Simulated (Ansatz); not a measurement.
**Rb: pressure against volume**

Rb, Im-3m, a = 5.670 Å. Ansatz: PBE, PAW, 420 eV, Γ-centred 10×10×10 mesh on 1 atom, Gaussian smearing 0.10 eV; no spin polarisation. Symmetry fixes shape and atoms, so the cell is only scaled; pressure is positive in compression.

```
V (Å³/atom) P (GPa)
     80.206     0.46
     82.940        ?
     85.675     0.20
     88.409     0.09
     91.143     0.00
     93.878    -0.07
     96.612    -0.14
    100.258    -0.22
```

Problem. Take V0 = 91.143 Å³/atom, fit the third-order Birch–Murnaghan form to the other rows, and predict the missing pressure.

Solution. With the Eulerian strain f = ½[(V0/V)^(2/3) − 1] and y = P/[3f(1 + 2f)^(5/2)], the form is the line y = B0 + 1.5 B0 (B0′ − 4) f. Rows (f, y): 0.04448, 2.79; 0.02105, 2.86; 0.01026, 2.78; -0.00976, 2.51; -0.01905, 2.70; -0.03078, 2.79. Means f = 0.002700, y = 2.7383; Σ(Δf)² = 0.003889, ΣΔfΔy = 0.006655; the slope is their ratio. y = 2.734 + 1.711 f GPa, so B0 = 2.7 GPa and B0′ = 4 + 2 × (1.711)/(3 × 2.734) = 4.42. At V = 82.940, f = 0.03245, y = 2.790 and P = 0.32 GPa. The run gave 0.32 GPa, the same to the digits shown. For so soft a crystal pressures to 0.01 GPa are coarse: rounding alone can shift a y by 0.18 GPa, so B0′ is rough.